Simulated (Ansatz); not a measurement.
## One structure, 3 elements: TiN, ZrN, HfN

Plane-wave DFT in Ansatz with scalar-relativistic PAW potentials, cutoff 420 eV, Γ-centred meshes chosen by cell and gap, Gaussian smearing with energies taken to zero width. Every cell was relaxed (cell and atoms) in a run of its own, within the symmetry of its start. Functional: PBE.

All members share space group Fm-3m and the same sites; only the element on one set of sites changes (Ti, Zr, Hf). Members needn't be the stable form of their composition. Energies over the elements, where given, are against the elements' standard states in the same functional (H₂, N₂, O₂ and halogens uncorrected, Hg as a solid). The first member:

Space group Fm-3m (No. 225). a = 4.247 Å, b = 4.247 Å, c = 4.247 Å, α = 90.00°, β = 90.00°, γ = 90.00°
```csv
atom,site,symmetry,x,y,z
Ti,4a,m-3m,0.0000,0.0000,0.0000
N,4b,m-3m,0.5000,0.0000,0.0000
```

| compound | V (Å³/atom) | a (Å) | energy over elements (eV/atom) |
| --- | --- | --- | --- |
| TiN | 9.57 | 4.247 | -1.714 |
| HfN | 11.76 | 4.548 | -1.657 |

Predict the member with Zr.

V (Å³/atom) 12.12, a (Å) 4.595, energy over elements (eV/atom) -1.731. Interpolating linearly in period between Ti and Hf would give 10.67 Å³/atom (12.0 % too small), with -1.686 eV/atom over the elements. Over the whole series the volume has no steady trend down the group (least for Ti); all are metallic on the mesh; binding against the elements is strongest for Zr. Hf is no larger than Zr here (11.76 against 12.12 Å³/atom), as one expects from the lanthanide contraction and relativistic shrinking of 6s.

Spin-orbit coupling is left out, which matters for the bands of heavy elements. Spin polarisation was left out, and a magnetic state may lie lower.